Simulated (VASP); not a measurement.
NaH: equation of state with PBE

NaH:

```
Na H
1.0
     2.95512    0.00000    0.00000
     0.00000    2.95512    0.00000
     0.00000    0.00000    2.95512
Na H
1 1
Direct
  0.00000 0.00000 0.00000
  0.50000 0.50000 0.50000
```

The cell comes from a database or a generator and needn't be the stable form of this composition.

| Quantity | Value |
| --- | --- |
| Program | VASP 6.6.1 |
| Task | equation of state |
| Functional | PBE |
| Potentials or basis | VASP PAW PBE potentials, release 64 (Na_pv, H) |
| Cutoff | 520 eV |
| k mesh | 9 × 9 × 9 |
| Occupations | fermi-dirac, width 0.05 eV |
| Spin | no spin polarisation |

```yaml
Equilibrium_volume: 13.04 Å³/atom
Bulk_modulus: 24 GPa
Pressure_derivative_of_the_bulk_modulus: 3.8
```

Energy against volume, from the lowest point:
| volume (Å³/atom) | energy (meV/atom) |
| --- | --- |
| 12.129 | 5.19 |
| 12.387 | 2.53 |
| 12.645 | 0.84 |
| 12.903 | 0.01 |
| 13.161 | 0.00 |
| 13.419 | 0.70 |
| 13.677 | 2.08 |

All runs of the series together: 33 s on 1 thread of AMD EPYC 9R45 96-Core Processor (Zen 5), with other jobs on the host.
